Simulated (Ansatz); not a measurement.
# GaN: the cost of one run

All numbers below are computed with Ansatz 0.2.0 (DFT PBE, scalar-relativistic, plane waves, PAW).

### Step 1. The structure to begin with

The cell holds 14 atoms (Ga7N7): a = 5.476 Å, b = 5.747 Å, c = 5.589 Å, α = 90.20°, β = 95.41°, γ = 92.01°.

It is the last frame of an earlier stage of the same melt, run at 1600 K.

Structure file:

```xyz
14
Lattice="5.4688 -0.0988 -0.2612 -0.0988 5.7463 -0.0121 -0.2612 -0.0121 5.5829" Properties=species:S:1:pos:R:3 pbc="T T T"
Ga    0.1159    5.6374    5.0103
Ga    3.2788    2.4444    1.7197
Ga    4.5302    5.4069    2.2506
Ga    0.1799    2.9752    0.9135
Ga    2.8769    3.7251    4.4189
Ga    3.2178    0.8806    4.9954
Ga    0.4123    2.6022    3.5762
N     4.9399    0.9287    0.8028
N     2.2566    2.1320    3.5979
N     1.2708    5.1276    2.4511
N     2.2983    5.1023    2.8533
N     4.8557    3.6919    4.5681
N     2.2878    5.2237   -0.1048
N     4.7401    0.9756    3.5275
```

### Step 2. Dynamics at 300 K

One k point, a Fermi-Dirac width of 0.050 eV and a fixed cell.

input.yaml reads:

```yaml
crystal:
  lattice:
    - [5.468829, -0.098757, -0.261184]
    - [-0.098757, 5.746348, -0.012091]
    - [-0.261184, -0.012091, 5.582925]
  atoms:
    - { symbol: Ga, position: [0.082118264, 0.9843483745, 0.9034018934] }
    - { symbol: Ga, position: [0.6235730379, 0.4368163375, 0.3381468823] }
    - { symbol: Ga, position: [0.8669324752, 0.9567704331, 0.4457461443] }
    - { symbol: Ga, position: [0.0502471773, 0.5189714705, 0.1670924137] }
    - { symbol: Ga, position: [0.5771361274, 0.6599072434, 0.8199237279] }
    - { symbol: Ga, position: [0.6355498025, 0.1661138207, 0.9248487493] }
    - { symbol: Ga, position: [0.1145151073, 0.4561767821, 0.6469067424] }
    - { symbol: "N", position: [0.9154229665, 0.177745137, 0.1870097683] }
    - { symbol: "N", position: [0.4513135526, 0.3801825173, 0.6663898343] }
    - { symbol: "N", position: [0.2702523306, 0.8979205321, 0.4536196473] }
    - { symbol: "N", position: [0.4619870691, 0.8969848185, 0.5346382296] }
    - { symbol: "N", position: [0.941056923, 0.6604682056, 0.8636780523] }
    - { symbol: "N", position: [0.4350509703, 0.916530364, 0.0035744744] }
    - { symbol: "N", position: [0.902333455, 0.1867049036, 0.6744624637] }
  symmetry: { detect: false }
basis:
  ecutwfc: 420
  xc_grid: 1
kpoints:
  mp_grid: { grid: [1, 1, 1], shift: [0.25, 0.25, 0.25] }
hamiltonian:
  xc: pbe
scf:
  occupations: { method: fermi_dirac, width: 0.05 }
  lower_state_search: "off"
  convergence: { dr2_threshold: 1.0e-05 }
output:
  forces: true
  stress: true
md:
  timestep: 2.0
  n_steps: 100
  ensemble: nvt_langevin
  friction: 0.015
  temperature: 300.0
  initial_velocities: maxwell_boltzmann
  seed: 24553
```

Run with:

```sh
$ ansatz run input.yaml --threads 2 --pin off --max-ram 5120MiB --backend cpu --events-out ev --progress --plain --runs-dir out
```

What time and memory should one allow on 2 threads of Intel Xeon at 2.70GHz, shared host?

About 2.1 min, with a peak of 0.4 GiB.
